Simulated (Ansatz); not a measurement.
CuAu: equation of state with r2SCAN

The system is CuAu.

```xyz
2
Lattice="1.4431 0.8331 4.2562 -1.4431 0.8331 4.2562 0.0000 -1.6663 4.2562" Properties=species:S:1:pos:R:3 pbc="T T T"
Au    0.0000    0.0000    0.0000
Cu    0.0000    0.0000    6.3843
```

The cell comes from a database or a generator and needn't be the stable form of this composition.

- Program: Ansatz 0.2.0
- Task: equation of state
- Functional: r2SCAN
- Potentials or basis: Ansatz PAW
- Cutoff: 500 eV
- Density cutoff: 2000 eV
- k mesh: 11 × 11 × 11
- Occupations: fermi-dirac, width 0.05 eV
- Spin: no spin polarisation

The equilibrium volume is 14.84 Å³/atom. The bulk modulus at fixed shape and positions is 153 GPa. The pressure derivative of the bulk modulus is 5.5.

Energy against volume, from the lowest point:
```
volume (Å³/atom)  energy (meV/atom)
          14.430               5.33
          14.737               0.00
          15.044               1.00
          15.351               7.54
          15.658              18.91
          15.965              34.49
          16.272              53.73
```

All runs of the series together: 2.3 min on 2 threads of AMD EPYC (Zen 3), on a shared host.

Caveat: the cell was scaled at fixed shape and fractional positions, which overstates the stiffness of a crystal with free parameters, most of all of layers and chains; the PAW data sets were made with another functional, which shifts forces and pressure a little. The run has no spin-orbit coupling, so splittings on Au are missing.
